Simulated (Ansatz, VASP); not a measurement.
## Two plane-wave programs on Os

Contents of INCAR:

```
SYSTEM = Os
PREC = Accurate
ENCUT = 520
EDIFF = 1E-6
ISMEAR = 0
SIGMA = 0.15
LREAL = .FALSE.
LASPH = .TRUE.
NELM = 100
ALGO = Fast
ISIF = 2
LWAVE = .FALSE.
LCHARG = .FALSE.
GGA = PS
NBANDS = 15
```

KPOINTS

```
regular mesh
0
G
  18 18 12
  0 0 0
```

POSCAR

```
Os
1.0
    2.7340999755      0.0000000000      0.0000000000
   -1.3670499878      2.3678000353      0.0000000000
    0.0000000000      0.0000000000      3.9957225000
Os
2
Direct
    0.3333333333      0.6666666667      0.2500000000
    0.6666666667      0.3333333333      0.7500000000
```

Input for Ansatz:

```yaml
crystal:
  lattice:
    - [2.7340999755, 0.0, 0.0]
    - [-1.3670499878, 2.3678000353, 0.0]
    - [0.0, 0.0, 3.9957225]
  atoms:
    - { symbol: Os, position: [0.3333333333, 0.6666666667, 0.25] }
    - { symbol: Os, position: [0.6666666667, 0.3333333333, 0.75] }
basis:
  ecutwfc: 420
kpoints:
  mp_grid: { grid: [18, 18, 12] }
hamiltonian:
  xc: pbesol
scf:
  occupations: { method: gaussian, width: 0.15 }
output:
  forces: true
  stress: true
  eigenvalues: true
  write_density: true
  write_potential: true
  elf: true
  volumetric_format: npy
```

Change from the starting cell: strain -0.0750 x Voigt [0, 0, 1, 0, 0, 0], atoms carried along.

Alike in both runs: task single point; functional PBEsol; k mesh 18 × 18 × 12; occupations gaussian, width 0.15 eV; no spin polarisation.

```csv
,VASP,Ansatz
version,VASP 6.6.1,Ansatz 0.2.0
potentials or method,"VASP PAW PBE potentials, release 64 (Os)","scalar-relativistic, plane waves, PAW"
plane-wave cutoff (eV),520,420
valence electrons in the cell,16,32
```

```csv
,VASP,Ansatz,Ansatz less VASP
gap on the k mesh at the Fermi level (eV),none,none,-
pressure (GPa),43.9,42.0,-1.90
largest component of the traceless stress (GPa),39.12,39.13,+0.012
```

A gap of «none» marks a metal or a gap that the smearing closes. With one functional, cell and mesh, what is left measures potentials, basis and numerics. The two sets of potentials don't hold the same shells in valence.

Caveats: so large a pressure means that the cell lies far from this level's equilibrium, or that cutoff or potentials fall short (VASP); the potentials were made for another functional, which shifts forces and pressure (VASP). Spin-orbit coupling is left out, which matters for the levels of Os.
